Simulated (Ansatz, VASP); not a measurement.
Two plane-wave programs on CuAu

```
Cu Au
1.0
     2.71600    0.00000    0.00000
     0.00000    2.71600    0.00000
     0.00000    0.00000    3.61495
Cu Au
1 1
Direct
  0.50000 0.50000 0.50000
  0.00000 0.00000 0.00000
```

Change from the starting cell: strain -0.030 along x and y, -0.015 along z, atoms carried along.

Alike in both runs: task single point; functional PBE; k mesh 18 × 18 × 14; occupations gaussian, width 0.15 eV; no spin polarisation.

|  | VASP | Ansatz |
| --- | --- | --- |
| version | VASP 6.6.1 | Ansatz 0.2.0 |
| potentials or method | VASP PAW PBE potentials, release 64 (Cu, Au) | scalar-relativistic, plane waves, PAW |
| plane-wave cutoff (eV) | 520 | 420 |
| valence electrons in the cell | 22 | 38 |

```tsv
	VASP	Ansatz	Ansatz less VASP
gap on the k mesh at the Fermi level (eV)	none	none	-
pressure (GPa)	23.0	23.2	+0.19
largest component of the traceless stress (GPa)	1.63	1.73	+0.100
```

A gap of «none» marks a metal or a gap that the smearing closes. The two sets of potentials don't hold the same shells in valence.

Caveats: so large a pressure means that the cell lies far from this level's equilibrium, or that cutoff or potentials fall short (VASP). The runs have no spin-orbit coupling, so splittings on Au are missing.
